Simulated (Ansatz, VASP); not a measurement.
**One calculation of CoO, two programs**

The input INCAR:

```
  PREC = Accurate
  ENCUT = 520
  EDIFF = 1E-6
  ISMEAR = -1
  SIGMA = 0.08
  LREAL = F
  LASPH = T
  NELM = 150
  ALGO = Normal
  ISIF = 2
  LWAVE = F
  LCHARG = F
  ISPIN = 2
  MAGMOM = 2 0
  LORBIT = 11
  LMAXMIX = 4
  GGA = PE
  NBANDS = 18
```

Contents of KPOINTS:

```
regular mesh
0
Gamma
  13 13 13
```

The input POSCAR:

```
CoO
1.0
    0.0000000000      2.1517249684      2.1517249684
    2.1517249684      0.0000000000      2.1517249684
    2.1517249684      2.1517249684      0.0000000000
Co O
1 1
Direct
    0.0000000000      0.0000000000      0.0000000000
    0.5000000000      0.5000000000      0.5000000000
```

Input for Ansatz:

```yaml
crystal:
  lattice:
    - [0.0, 2.1517249684, 2.1517249684]
    - [2.1517249684, 0.0, 2.1517249684]
    - [2.1517249684, 2.1517249684, 0.0]
  atoms:
    - { symbol: Co, position: [0.0, 0.0, 0.0], spin: 2.0 }
    - { symbol: O, position: [0.5, 0.5, 0.5] }
magnetization:
  spin_polarized: true
kpoints:
  mp_grid: { grid: [13, 13, 13] }
scf:
  occupations: { method: fermi_dirac, width: 0.08 }
hamiltonian:
  xc: pbe
  pseudopotentials: { kind: all_electron, lapw: { basis_error: 0.00025 } }
output:
  forces: true
  stress: true
  eigenvalues: true
```

Change from the starting cell: volume scaled by 1.04.

Alike in both runs: task single point; functional PBE; k mesh 13 × 13 × 13; occupations fermi-dirac, width 0.08 eV; collinear spin.

|  | VASP | Ansatz |
| --- | --- | --- |
| version | VASP 6.6.1 | Ansatz 0.2.0 |
| potentials or method | VASP PAW PBE potentials, release 64 (Co, O) | all-electron LAPW, scalar-relativistic |
| plane-wave cutoff (eV) | 520 | see its input |

```csv
,VASP,Ansatz,Ansatz less VASP
pressure (GPa),-6.6,-6.3,+0.32
net moment per atom (μB),1.46,1.47,+0.009
size of the moment on the site where the two differ most (μB),2.57,2.61,+0.032
```

Site moments also hang on the region over which each program counts them. Ansatz ran all-electron here, so the differences hold the error of VASP's frozen core and of both bases.

Caveats: a cell with one magnetic atom can't hold antiferromagnetic order, which such compounds often take; semilocal functionals often make such compounds metallic where correlation or magnetic order opens a gap, which also shifts bond lengths.
